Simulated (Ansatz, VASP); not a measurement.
Ir in VASP and in Ansatz

File INCAR:

```
SYSTEM = Ir
PREC = Accurate ; ENCUT = 520
EDIFF = 1E-6 ; ISMEAR = -1
SIGMA = 0.05 ; LREAL = .FALSE.
LASPH = .TRUE. ; NELM = 100
ALGO = Normal ; ISIF = 2
LWAVE = .FALSE. ; LCHARG = .FALSE.
GGA = PS ; NBANDS = 16
```

File KPOINTS:

```
regular mesh
0
G
  9 9 5
  0 0 0
```

Contents of POSCAR:

```
Ir
1.0
    2.7513778946      0.0000000000      0.0000000000
   -1.3756889473      2.3827631521      0.0000000000
    0.0000000000      0.0000000000      4.4176671000
Ir
2
Direct
    0.3333333333      0.6666666667      0.2500000000
    0.6666666667      0.3333333333      0.7500000000
```

Contents of input.yaml:

```yaml
crystal:
  lattice:
    - [2.7513778946, 0.0, 0.0]
    - [-1.3756889473, 2.3827631521, 0.0]
    - [0.0, 0.0, 4.4176671]
  atoms:
    - { symbol: Ir, position: [0.3333333333, 0.6666666667, 0.25] }
    - { symbol: Ir, position: [0.6666666667, 0.3333333333, 0.75] }
hamiltonian:
  xc: pbesol
  pseudopotentials: { kind: paw }
kpoints:
  mp_grid: { grid: [9, 9, 5] }
scf:
  occupations: { method: fermi_dirac, width: 0.05 }
output:
  forces: true
  stress: true
  eigenvalues: true
```

This isn't the form of Ir at room conditions, which is fcc.

Alike in both runs: task single point; functional PBEsol; k mesh 9 × 9 × 5; occupations fermi-dirac, width 0.05 eV; no spin polarisation.

```csv
,VASP,Ansatz
version,VASP 6.6.1,Ansatz 0.2.0
potentials or method,"VASP PAW PBE potentials, release 64 (Ir)",Ansatz PAW
plane-wave cutoff (eV),520,420
valence electrons in the cell,18,34
```

Ansatz gave:

| Quantity | Value |
| --- | --- |
| gap on the k mesh at the Fermi level (eV) | none |
| pressure (GPa) | -9.2 |
| largest component of the traceless stress (GPa) | 3.17 |

Problem. Which values does VASP return?

Solution. gap on the k mesh at the Fermi level (eV): none; pressure (GPa): -8.4; largest component of the traceless stress (GPa): 3.17.

A gap of «none» marks a metal or a gap that the smearing closes. With one functional, cell and mesh, what is left measures potentials, basis and numerics. The two sets of potentials don't hold the same shells in valence.

Caveats: the PAW data sets were made with another functional, which shifts forces and pressure a little (VASP); the PAW data sets come from PBE, with cores solved anew for the run's functional, which leaves a small shift of forces and pressure (Ansatz). Spin-orbit coupling is left out, which matters for the levels of Ir.
